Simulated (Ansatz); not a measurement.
## PbS: input, output and frames of a trajectory

All numbers below come from Ansatz 0.2.0, DFT PBEsol, scalar-relativistic, plane waves, PAW. Cutoff 420 eV, Γ-centred 1×1×1 k-points, Fermi–Dirac smearing of 0.02 eV. The mesh is coarse. Spin–orbit coupling is left out, which can shift energies with elements as heavy as these. No spin polarisation.

16 atoms, starting at 1.00 times the perfect crystal's volume (space group Aem2, the cell as given, not relaxed at this level); Langevin thermostat at 200 K (friction 0.05 fs⁻¹), fixed cell; 72 steps of 1.5 fs. The run is short and not equilibrated.

The calculation finished and met its thresholds.

Command:
```bash
ansatz run input.yaml --threads 4 --pin off --max-ram 5120MiB --backend cpu --events-out ev --progress --plain --runs-dir out
```

Input:
```yaml
crystal:
  lattice:
    - [0.0, -6.00875006, -6.01236158]
    - [0.0, -6.00875006, 6.01236158]
    - [-11.29827708, 0.0, 0.0]
  atoms:
    - { symbol: Pb, position: [0.371680985, 0.378319015, 0.3754186] }
    - { symbol: Pb, position: [0.371680985, 0.878319015, 0.3754186] }
    - { symbol: Pb, position: [0.871680985, 0.378319015, 0.3754186] }
    - { symbol: Pb, position: [0.871680985, 0.878319015, 0.3754186] }
    - { symbol: Pb, position: [0.121680985, 0.128319015, 0.6245814] }
    - { symbol: Pb, position: [0.121680985, 0.628319015, 0.6245814] }
    - { symbol: Pb, position: [0.621680985, 0.128319015, 0.6245814] }
    - { symbol: Pb, position: [0.621680985, 0.628319015, 0.6245814] }
    - { symbol: S, position: [0.117819015, 0.132180985, 0.38632475] }
    - { symbol: S, position: [0.117819015, 0.632180985, 0.38632475] }
    - { symbol: S, position: [0.617819015, 0.132180985, 0.38632475] }
    - { symbol: S, position: [0.617819015, 0.632180985, 0.38632475] }
    - { symbol: S, position: [0.367819015, 0.382180985, 0.61367525] }
    - { symbol: S, position: [0.367819015, 0.882180985, 0.61367525] }
    - { symbol: S, position: [0.867819015, 0.382180985, 0.61367525] }
    - { symbol: S, position: [0.867819015, 0.882180985, 0.61367525] }
basis:
  ecutwfc: 420
kpoints:
  mp_grid: { grid: [1, 1, 1], shift: [0.0, 0.0, 0.0] }
hamiltonian:
  xc: pbesol
scf:
  occupations: { method: fermi_dirac, width: 0.02 }
  lower_state_search: "off"
  convergence: { dr2_threshold: 1.0e-07 }
output:
  forces: true
  stress: true
md:
  timestep: 1.5
  n_steps: 72
  ensemble: nvt_langevin
  temperature: 200.0
  initial_velocities: maxwell_boltzmann
  seed: 54890
  friction: 0.05
```

Output (its end):
```
...
md step    72: t =   108.00 fs T =   173.0 K  F+E_penalty+E_count = -101123.52768968 eV  E_kin = 0.357857 eV  P_inst = 0.4314 GPa (6 SCF iters)
SCF converged after 6 iterations
Free energy (F): -101123.527690 eV
Harris-Foulkes:  -101123.527690 eV  (|F-HF|=4.39e-9)
Internal energy: -101123.527690 eV  (E = F + TS)
E sigma→0 (E₀):  -101123.527690 eV
Fermi energy:    2.529546 eV
--- Per-component energies (eV) ---
  E_band       = -1416.052795
  E_kinetic    = 3157.093782
  E_local      = -29122.593970  (includes V_loc(G=0)·N_el)
  E_nonlocal   = 3048.011310
  E_hartree    = 12983.825802
  E_xc         = -2519.420291
  E_vxc        = -1757.352973  (∫ρ·V_xc dr)
  E_paw        = -86711.219922  (= ΣΔE_a)
  E_vpaw       = -2708.863519  (= ΣTr[D̂ρ^β])
  E_aug_tail   = 0.000389  (compensation charges beyond the density's cutoff)
  E_ewald      = -1960.217317
  E_core_change = 0.992527  (= ΣΔE_core)
  E_smearing   = -0.000000  (= −TS)
  E_closure    = 0.000000  (closes the sum)
  Σ components = -101123.527690   (vs F -101123.527690, Δ=0.00e0)
--- Forces (eV/Å), atoms counted from 1 ---
  atom   1  Pb     0.95686312    -0.39972994    -0.12824389
  atom   2  Pb     0.30023724     0.05321445    -0.26862236
  atom   3  Pb     0.54400197     0.06879605     0.20921110
  atom   4  Pb     0.70809539     0.08901377    -0.32012813
  atom   5  Pb    -0.21711224    -0.05338773     0.01359174
  atom   6  Pb    -0.33380086     0.06225492    -0.07766352
  atom   7  Pb    -0.17732434     0.02691840    -0.03413253
  atom   8  Pb     0.25879048    -0.05863931    -0.20768755
  atom   9  S     -0.50318368     0.36640781    -0.24667909
  atom  10  S     -0.10802220    -0.24609124     0.33223479
  atom  11  S     -0.37792257    -0.03756058     0.13757130
  atom  12  S     -0.68064759     0.24606571     0.29377398
  atom  13  S     -0.40974838     0.00555361    -0.07106427
  atom  14  S      0.28956613    -0.09069960     0.32306805
  atom  15  S     -0.06906958     0.08804182    -0.16263845
  atom  16  S     -0.18077583    -0.12014102     0.20738486
  max |Σ_I F_I| component: 5.29e-5 eV/Å
--- Stress (GPa, compression-positive) ---
        0.489750       0.062147      -0.009413
        0.062147       0.228007       0.043814
       -0.009413       0.043814       0.435879
  P = ⅓ Tr σ = 0.3845 GPa (3.845 kbar)
--- MD trajectory: 72 steps, t = 0.0 → 108.0 fs ---
  final state: T = 173.0 K   F+E_penalty+E_count = -101123.52768968 eV   E_kin = 0.357857 eV
```

Frames along the run (Å, eV/Å; dE is the potential energy from the first frame):

```xyz
16
Lattice="0.000 -6.009 -6.012 0.000 -6.009 6.012 -11.298 0.000 0.000" Properties=species:S:1:pos:R:3:forces:R:3 pbc="T T T" time_fs=0.00 dE_eV=0.0000 T_K=188
Pb   -4.242   -4.507    0.040   -0.460    0.000   -0.094
Pb   -4.242   -7.511    3.046   -0.460    0.000   -0.094
Pb   -4.242   -7.511   -2.966   -0.460    0.000   -0.094
Pb   -4.242  -10.515    0.040   -0.460    0.000   -0.094
Pb   -7.057   -1.502    0.040    0.460    0.000   -0.094
Pb   -7.057   -4.507    3.046    0.460    0.000   -0.094
Pb   -7.057   -4.507   -2.966    0.460    0.000   -0.094
Pb   -7.057   -7.511    0.040    0.460    0.000   -0.094
S    -4.365   -1.502    0.086   -1.136    0.000    0.094
S    -4.365   -4.507    3.093   -1.136    0.000    0.094
S    -4.365   -4.507   -2.920   -1.136    0.000    0.094
S    -4.365   -7.511    0.086   -1.136    0.000    0.094
S    -6.933   -4.507    0.086    1.136    0.000    0.094
S    -6.933   -7.511    3.093    1.136    0.000    0.094
S    -6.933   -7.511   -2.920    1.136    0.000    0.094
S    -6.933  -10.515    0.086    1.136    0.000    0.094
16
Lattice="0.000 -6.009 -6.012 0.000 -6.009 6.012 -11.298 0.000 0.000" Properties=species:S:1:pos:R:3:forces:R:3 pbc="T T T" time_fs=9.00 dE_eV=-0.1759 T_K=299
Pb   -4.240   -4.511    0.025   -0.441   -0.003   -0.099
Pb   -4.243   -7.510    3.035   -0.355   -0.045   -0.057
Pb   -4.240   -7.528   -2.971   -0.449    0.002   -0.104
Pb   -4.250  -10.515    0.050   -0.365   -0.069   -0.116
Pb   -7.053   -1.498    0.056    0.418   -0.044   -0.102
Pb   -7.048   -4.514    3.050    0.387   -0.019   -0.145
Pb   -7.060   -4.521   -2.986    0.390   -0.014   -0.058
Pb   -7.054   -7.500    0.040    0.281    0.014   -0.083
S    -4.373   -1.477    0.081   -1.073    0.004    0.100
S    -4.378   -4.496    3.102   -1.063    0.016    0.123
S    -4.386   -4.520   -2.905   -1.051    0.055    0.079
S    -4.407   -7.479    0.061   -0.963   -0.021    0.116
S    -6.918   -4.495    0.090    1.092    0.023    0.128
S    -6.894   -7.515    3.094    1.018    0.052    0.072
S    -6.934   -7.488   -2.908    1.117   -0.052    0.013
S    -6.917  -10.532    0.086    1.054    0.101    0.133
16
Lattice="0.000 -6.009 -6.012 0.000 -6.009 6.012 -11.298 0.000 0.000" Properties=species:S:1:pos:R:3:forces:R:3 pbc="T T T" time_fs=16.50 dE_eV=-0.3828 T_K=337
Pb   -4.236   -4.516    0.023   -0.396   -0.008   -0.119
Pb   -4.244   -7.510    3.019   -0.239   -0.083   -0.047
Pb   -4.231   -7.540   -2.982   -0.408    0.014   -0.110
Pb   -4.258  -10.521    0.055   -0.237   -0.109   -0.100
Pb   -7.045   -1.494    0.063    0.324   -0.102   -0.120
Pb   -7.042   -4.518    3.051    0.234   -0.043   -0.168
Pb   -7.061   -4.534   -3.002    0.308   -0.013   -0.026
Pb   -7.054   -7.494    0.041    0.103   -0.001   -0.079
S    -4.385   -1.468    0.078   -0.966    0.058    0.133
S    -4.409   -4.494    3.114   -0.903    0.037    0.083
S    -4.409   -4.524   -2.916   -0.944    0.074    0.105
S    -4.447   -7.453    0.055   -0.771   -0.019    0.134
S    -6.892   -4.463    0.088    1.020    0.015    0.133
S    -6.862   -7.512    3.098    0.883    0.063    0.075
S    -6.909   -7.477   -2.897    1.057   -0.073   -0.022
S    -6.898  -10.532    0.086    0.934    0.188    0.127
16
Lattice="0.000 -6.009 -6.012 0.000 -6.009 6.012 -11.298 0.000 0.000" Properties=species:S:1:pos:R:3:forces:R:3 pbc="T T T" time_fs=25.50 dE_eV=-0.6278 T_K=339
Pb   -4.227   -4.518    0.026   -0.246   -0.014   -0.128
Pb   -4.246   -7.509    3.002   -0.070   -0.123   -0.043
Pb   -4.218   -7.555   -2.992   -0.384    0.021   -0.087
Pb   -4.271  -10.535    0.056   -0.052   -0.132   -0.059
Pb   -7.043   -1.502    0.069    0.196   -0.143   -0.109
Pb   -7.043   -4.528    3.058    0.008   -0.055   -0.173
Pb   -7.057   -4.548   -3.011    0.185   -0.034    0.018
Pb   -7.060   -7.489    0.035   -0.278   -0.043   -0.066
S    -4.409   -1.474    0.086   -0.810    0.146    0.099
S    -4.455   -4.488    3.109   -0.656    0.062    0.059
S    -4.436   -4.522   -2.946   -0.789    0.096    0.151
S    -4.519   -7.427    0.036   -0.351   -0.025    0.159
S    -6.839   -4.421    0.088    0.823   -0.011    0.094
S    -6.823   -7.498    3.081    0.686    0.055    0.130
S    -6.881   -7.475   -2.889    0.996   -0.043   -0.095
S    -6.873  -10.526    0.095    0.743    0.242    0.050
16
Lattice="0.000 -6.009 -6.012 0.000 -6.009 6.012 -11.298 0.000 0.000" Properties=species:S:1:pos:R:3:forces:R:3 pbc="T T T" time_fs=33.00 dE_eV=-0.7723 T_K=281
Pb   -4.220   -4.513    0.027    0.004   -0.024   -0.147
Pb   -4.255   -7.504    2.991    0.234   -0.154   -0.041
Pb   -4.217   -7.566   -2.995   -0.293    0.039   -0.079
Pb   -4.279  -10.545    0.056    0.077   -0.140   -0.039
Pb   -7.037   -1.518    0.066    0.052   -0.121   -0.094
Pb   -7.045   -4.534    3.062   -0.190   -0.053   -0.173
Pb   -7.052   -4.557   -3.017    0.097   -0.044    0.045
Pb   -7.063   -7.486    0.030   -0.738   -0.091   -0.064
S    -4.426   -1.470    0.094   -0.648    0.171    0.073
S    -4.492   -4.487    3.101   -0.441    0.095    0.097
S    -4.453   -4.518   -2.944   -0.679    0.102    0.131
S    -4.583   -7.411    0.026    0.146   -0.026    0.164
S    -6.785   -4.388    0.086    0.541   -0.060    0.098
S    -6.784   -7.487    3.078    0.365    0.038    0.150
S    -6.856   -7.474   -2.892    0.877   -0.032   -0.117
S    -6.857  -10.535    0.106    0.598    0.297   -0.003
16
Lattice="0.000 -6.009 -6.012 0.000 -6.009 6.012 -11.298 0.000 0.000" Properties=species:S:1:pos:R:3:forces:R:3 pbc="T T T" time_fs=42.00 dE_eV=-0.8557 T_K=204
Pb   -4.222   -4.504    0.025    0.333   -0.051   -0.161
Pb   -4.260   -7.499    2.987    0.533   -0.152   -0.058
Pb   -4.225   -7.577   -2.994   -0.108    0.043   -0.046
Pb   -4.285  -10.556    0.056    0.248   -0.110   -0.052
Pb   -7.025   -1.527    0.065   -0.144   -0.088   -0.097
Pb   -7.050   -4.534    3.058   -0.359   -0.044   -0.164
Pb   -7.044   -4.572   -3.023   -0.244   -0.021    0.064
Pb   -7.072   -7.482    0.032   -1.139   -0.124   -0.065
S    -4.443   -1.472    0.114   -0.454    0.174    0.002
S    -4.521   -4.498    3.100   -0.240    0.121    0.142
S    -4.500   -4.527   -2.945   -0.328    0.117    0.166
S    -4.638   -7.399    0.032    0.606   -0.043    0.132
S    -6.739   -4.371    0.094    0.183   -0.097    0.111
S    -6.750   -7.473    3.069    0.031   -0.009    0.195
S    -6.827   -7.485   -2.903    0.678   -0.045   -0.077
S    -6.834  -10.549    0.128    0.403    0.331   -0.092
16
Lattice="0.000 -6.009 -6.012 0.000 -6.009 6.012 -11.298 0.000 0.000" Properties=species:S:1:pos:R:3:forces:R:3 pbc="T T T" time_fs=49.50 dE_eV=-0.8753 T_K=150
Pb   -4.221   -4.503    0.023    0.485   -0.070   -0.164
Pb   -4.262   -7.491    2.986    0.648   -0.137   -0.057
Pb   -4.229   -7.580   -2.992    0.025    0.049   -0.012
Pb   -4.286  -10.562    0.056    0.343   -0.088   -0.077
Pb   -7.019   -1.533    0.062   -0.242   -0.081   -0.094
Pb   -7.055   -4.528    3.057   -0.538   -0.043   -0.163
Pb   -7.034   -4.583   -3.029   -0.590    0.016    0.071
Pb   -7.082   -7.482    0.033   -1.208   -0.130   -0.050
S    -4.451   -1.473    0.114   -0.362    0.177   -0.055
S    -4.547   -4.504    3.097   -0.029    0.102    0.199
S    -4.533   -4.545   -2.936    0.025    0.132    0.182
S    -4.656   -7.392    0.030    0.713   -0.057    0.082
S    -6.718   -4.369    0.119    0.010   -0.100    0.082
S    -6.737   -7.480    3.043   -0.108   -0.024    0.224
S    -6.807   -7.492   -2.917    0.538   -0.091   -0.070
S    -6.819  -10.554    0.133    0.292    0.344   -0.098
16
Lattice="0.000 -6.009 -6.012 0.000 -6.009 6.012 -11.298 0.000 0.000" Properties=species:S:1:pos:R:3:forces:R:3 pbc="T T T" time_fs=58.50 dE_eV=-0.8873 T_K=177
Pb   -4.225   -4.487    0.021    0.490   -0.133   -0.138
Pb   -4.262   -7.489    2.984    0.576   -0.088   -0.093
Pb   -4.229   -7.577   -2.996    0.083    0.018    0.049
Pb   -4.287  -10.571    0.056    0.528   -0.026   -0.122
Pb   -7.017   -1.545    0.061   -0.304   -0.074   -0.096
Pb   -7.065   -4.522    3.062   -0.787   -0.041   -0.159
Pb   -7.019   -4.593   -3.034   -1.040    0.054    0.046
Pb   -7.090   -7.478    0.029   -0.940   -0.117   -0.026
S    -4.461   -1.483    0.114   -0.332    0.178   -0.093
S    -4.582   -4.521    3.109    0.269    0.105    0.180
S    -4.563   -4.567   -2.927    0.471    0.144    0.201
S    -4.642   -7.390    0.017    0.472   -0.058    0.098
S    -6.723   -4.391    0.139   -0.007   -0.046    0.048
S    -6.740   -7.479    3.027   -0.054   -0.089    0.226
S    -6.797   -7.508   -2.920    0.480   -0.108   -0.087
S    -6.795  -10.537    0.119    0.094    0.283   -0.032
16
Lattice="0.000 -6.009 -6.012 0.000 -6.009 6.012 -11.298 0.000 0.000" Properties=species:S:1:pos:R:3:forces:R:3 pbc="T T T" time_fs=66.00 dE_eV=-0.8997 T_K=226
Pb   -4.224   -4.474    0.017    0.443   -0.213   -0.121
Pb   -4.260   -7.487    2.980    0.584   -0.051   -0.130
Pb   -4.223   -7.580   -3.000    0.094   -0.003    0.100
Pb   -4.287  -10.576    0.061    0.662    0.017   -0.176
Pb   -7.011   -1.553    0.063   -0.307   -0.081   -0.089
Pb   -7.076   -4.520    3.067   -0.719   -0.030   -0.157
Pb   -7.010   -4.598   -3.042   -1.215    0.066    0.023
Pb   -7.092   -7.470    0.032   -0.521   -0.115   -0.032
S    -4.458   -1.478    0.110   -0.365    0.189   -0.103
S    -4.585   -4.524    3.120    0.238    0.077    0.191
S    -4.570   -4.590   -2.916    0.633    0.169    0.230
S    -4.602   -7.387    0.015    0.064   -0.018    0.086
S    -6.730   -4.405    0.171    0.040    0.020    0.012
S    -6.739   -7.477    3.015   -0.059   -0.122    0.227
S    -6.792   -7.518   -2.921    0.464   -0.123   -0.085
S    -6.782  -10.497    0.115   -0.038    0.217    0.022
16
Lattice="0.000 -6.009 -6.012 0.000 -6.009 6.012 -11.298 0.000 0.000" Properties=species:S:1:pos:R:3:forces:R:3 pbc="T T T" time_fs=75.00 dE_eV=-0.9308 T_K=219
Pb   -4.221   -4.458    0.009    0.512   -0.304   -0.114
Pb   -4.258   -7.485    2.974    0.594   -0.013   -0.173
Pb   -4.218   -7.586   -3.008    0.365   -0.009    0.143
Pb   -4.278  -10.568    0.073    0.596    0.052   -0.230
Pb   -6.994   -1.562    0.069   -0.347   -0.060   -0.093
Pb   -7.086   -4.521    3.069   -0.555   -0.041   -0.146
Pb   -7.006   -4.608   -3.048   -0.942    0.078   -0.014
Pb   -7.094   -7.462    0.041   -0.037   -0.124   -0.024
S    -4.453   -1.481    0.094   -0.370    0.260   -0.087
S    -4.582   -4.518    3.149    0.107   -0.010    0.206
S    -4.544   -4.603   -2.889    0.348    0.179    0.201
S    -4.548   -7.391    0.005   -0.405    0.030    0.130
S    -6.726   -4.408    0.200    0.001    0.024    0.015
S    -6.741   -7.489    3.009   -0.074   -0.118    0.198
S    -6.755   -7.533   -2.904    0.195   -0.089   -0.134
S    -6.781  -10.454    0.117    0.012    0.144    0.122
16
Lattice="0.000 -6.009 -6.012 0.000 -6.009 6.012 -11.298 0.000 0.000" Properties=species:S:1:pos:R:3:forces:R:3 pbc="T T T" time_fs=82.50 dE_eV=-0.9395 T_K=204
Pb   -4.225   -4.448    0.005    0.743   -0.352   -0.125
Pb   -4.255   -7.484    2.970    0.602    0.000   -0.202
Pb   -4.211   -7.583   -3.013    0.587    0.006    0.152
Pb   -4.266  -10.566    0.082    0.542    0.067   -0.260
Pb   -6.987   -1.570    0.070   -0.148   -0.026   -0.097
Pb   -7.086   -4.521    3.071   -0.474   -0.046   -0.124
Pb   -7.020   -4.610   -3.050   -0.498    0.085   -0.045
Pb   -7.093   -7.463    0.048    0.112   -0.142   -0.036
S    -4.424   -1.478    0.099   -0.579    0.306   -0.093
S    -4.578   -4.518    3.164    0.041   -0.071    0.254
S    -4.516   -4.598   -2.860   -0.080    0.136    0.126
S    -4.530   -7.406    0.004   -0.552    0.108    0.188
S    -6.711   -4.397    0.224   -0.207    0.010    0.004
S    -6.742   -7.512    3.012   -0.088   -0.096    0.223
S    -6.724   -7.542   -2.882   -0.037   -0.054   -0.172
S    -6.778  -10.422    0.120    0.036    0.069    0.207
16
Lattice="0.000 -6.009 -6.012 0.000 -6.009 6.012 -11.298 0.000 0.000" Properties=species:S:1:pos:R:3:forces:R:3 pbc="T T T" time_fs=91.50 dE_eV=-0.9202 T_K=147
Pb   -4.228   -4.443   -0.003    0.946   -0.378   -0.129
Pb   -4.254   -7.478    2.969    0.576    0.005   -0.226
Pb   -4.200   -7.583   -3.011    0.581    0.023    0.151
Pb   -4.258  -10.562    0.087    0.766    0.080   -0.287
Pb   -6.983   -1.579    0.067   -0.047   -0.013   -0.072
Pb   -7.081   -4.523    3.074   -0.257   -0.027   -0.109
Pb   -7.033   -4.606   -3.053   -0.164    0.056   -0.050
Pb   -7.092   -7.468    0.067    0.271   -0.127   -0.086
S    -4.412   -1.478    0.106   -0.684    0.308   -0.092
S    -4.549   -4.520    3.177   -0.188   -0.106    0.278
S    -4.497   -4.583   -2.839   -0.400    0.074    0.089
S    -4.505   -7.432    0.014   -0.709    0.194    0.203
S    -6.698   -4.400    0.241   -0.401    0.002    0.011
S    -6.753   -7.519    3.015   -0.033   -0.088    0.246
S    -6.713   -7.559   -2.867   -0.050    0.013   -0.176
S    -6.750  -10.391    0.127   -0.206   -0.016    0.249
16
Lattice="0.000 -6.009 -6.012 0.000 -6.009 6.012 -11.298 0.000 0.000" Properties=species:S:1:pos:R:3:forces:R:3 pbc="T T T" time_fs=99.00 dE_eV=-0.9184 T_K=178
Pb   -4.230   -4.445   -0.010    0.989   -0.389   -0.117
Pb   -4.257   -7.478    2.973    0.381    0.033   -0.246
Pb   -4.187   -7.587   -3.009    0.449    0.036    0.174
Pb   -4.248  -10.557    0.093    0.888    0.082   -0.313
Pb   -6.983   -1.576    0.070   -0.135   -0.030   -0.031
Pb   -7.081   -4.528    3.074   -0.194    0.021   -0.093
Pb   -7.035   -4.599   -3.057   -0.154    0.041   -0.045
Pb   -7.094   -7.475    0.083    0.318   -0.097   -0.139
S    -4.428   -1.473    0.117   -0.594    0.301   -0.137
S    -4.539   -4.537    3.179   -0.246   -0.150    0.305
S    -4.498   -4.587   -2.836   -0.407    0.017    0.100
S    -4.493   -7.439    0.016   -0.749    0.223    0.218
S    -6.695   -4.406    0.254   -0.452    0.018   -0.017
S    -6.782   -7.538    2.999    0.196   -0.105    0.297
S    -6.708   -7.590   -2.856    0.057    0.040   -0.192
S    -6.728  -10.378    0.134   -0.347   -0.041    0.235
16
Lattice="0.000 -6.009 -6.012 0.000 -6.009 6.012 -11.298 0.000 0.000" Properties=species:S:1:pos:R:3:forces:R:3 pbc="T T T" time_fs=108.00 dE_eV=-0.9200 T_K=173
Pb   -4.241   -4.452   -0.015    0.957   -0.400   -0.128
Pb   -4.258   -7.480    2.980    0.300    0.053   -0.269
Pb   -4.176   -7.596   -3.013    0.544    0.069    0.209
Pb   -4.233  -10.554    0.101    0.708    0.089   -0.320
Pb   -6.982   -1.563    0.071   -0.217   -0.053    0.014
Pb   -7.074   -4.531    3.080   -0.334    0.062   -0.078
Pb   -7.034   -4.594   -3.059   -0.177    0.027   -0.034
Pb   -7.098   -7.483    0.102    0.259   -0.059   -0.208
S    -4.437   -1.487    0.144   -0.503    0.366   -0.247
S    -4.548   -4.542    3.184   -0.108   -0.246    0.332
S    -4.497   -4.590   -2.847   -0.378   -0.038    0.138
S    -4.505   -7.452    0.006   -0.681    0.246    0.294
S    -6.706   -4.403    0.268   -0.410    0.006   -0.071
S    -6.794   -7.568    2.999    0.290   -0.091    0.323
S    -6.682   -7.624   -2.854   -0.069    0.088   -0.163
S    -6.729  -10.362    0.146   -0.181   -0.120    0.207
```